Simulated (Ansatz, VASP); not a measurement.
One calculation of KF, two programs

```xyz
2
Lattice="0.0000 2.5398 2.8072 2.5398 0.0000 2.8072 2.5398 2.5398 0.0000" Properties=species:S:1:pos:R:3 pbc="T T T"
K     0.0000    0.0000    0.0000
F     2.5398    2.5398    2.8072
```

Change from the starting cell: strain -0.050 along x and y, +0.050 along z, atoms carried along.

Alike in both runs: task single point; functional r2SCAN; k mesh 8 × 8 × 8; occupations gaussian, width 0.05 eV; no spin polarisation.

```csv
,VASP,Ansatz
version,VASP 6.6.1,Ansatz 0.2.0
potentials or method,"VASP PAW PBE potentials, release 64 (K_sv, F)","scalar-relativistic, plane waves, PAW"
plane-wave cutoff (eV),520,500
valence electrons in the cell,16,16
```

VASP gave:

- gap on the k mesh at the Fermi level (eV): 6.98
- least direct gap on the mesh (eV): 6.98
- pressure (GPa): 2.5
- largest component of the traceless stress (GPa): 4.62

Question: Estimate Ansatz's values.

Answer: gap on the k mesh at the Fermi level (eV): 6.98; least direct gap on the mesh (eV): 6.98; pressure (GPa): 2.5; largest component of the traceless stress (GPa): 4.49.

With one functional, cell and mesh, what is left measures potentials, basis and numerics.

Caveats: the PAW data sets were made with another functional, which shifts forces and pressure a little (VASP). A k mesh can miss the band edges.
